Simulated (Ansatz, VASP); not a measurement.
InP: VASP beside Ansatz

```
In P
1.0
     0.00000    2.93909    2.93909
     2.93909    0.00000    2.93909
     2.93909    2.93909    0.00000
In P
1 1
Direct
  0.00000 0.00000 0.00000
  0.25000 0.25000 0.25000
```

Alike in both runs: task single point; functional PBEsol; k mesh 10 × 10 × 10; occupations gaussian, width 0.02 eV; no spin polarisation.

|  | VASP | Ansatz |
| --- | --- | --- |
| version | VASP 6.6.1 | Ansatz 0.2.0 |
| potentials or method | VASP PAW PBE potentials, release 64 (In_d, P) | scalar-relativistic, plane waves, PAW |
| plane-wave cutoff (eV) | 520 | 420 |
| valence electrons in the cell | 18 | 18 |

|  | VASP | Ansatz | Ansatz less VASP |
| --- | --- | --- | --- |
| gap on the k mesh at the Fermi level (eV) | 0.57 | 0.57 | +0.001 |
| least direct gap on the mesh (eV) | 0.57 | 0.57 | +0.001 |
| pressure (GPa) | 0.0 | 0.0 | +0.02 |

Caveats: the PAW data sets were made with another functional, which shifts forces and pressure a little (VASP); spin-orbit coupling is left out, which moves the levels of the heavy elements.
